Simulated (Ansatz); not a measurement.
Fe:

```xyz
1
Lattice="-1.4430 1.4430 1.4430 1.4430 -1.4430 1.4430 1.4430 1.4430 -1.4430" Properties=species:S:1:pos:R:3 pbc="T T T"
Fe    0.0000    0.0000    0.0000
```

Base run:

* Program: Ansatz 0.2.0
* Functional: PBEsol
* Potentials or basis: all-electron LAPW, scalar-relativistic
* Cutoff: 303 eV
* Density cutoff: 1211 eV
* Basis error allowed: 0.001 eV/atom
* k mesh: 13 × 13 × 13
* Occupations: fermi-dirac, width 0.05 eV
* Spin: collinear spin, ferromagnetic start
* Starting moments: [3.0] μB

Its results: pressure -18.1 GPa; net moment 2.25 μB per cell; site moments Fe +2.31 μB.

Q: The run is repeated on the same cell with these changes: functional from PBEsol to LDA. What comes out?

A: Pressure -26.1 GPa; net moment 2.20 μB per cell; site moments Fe +2.24 μB.

LDA binds more tightly than PBEsol, so the same cell stands under less pressure.

Caveats: so large a pressure means that the cell lies far from this level's equilibrium, or that cutoff or potentials fall short (some runs).

Not every run made on this cell is shown here.
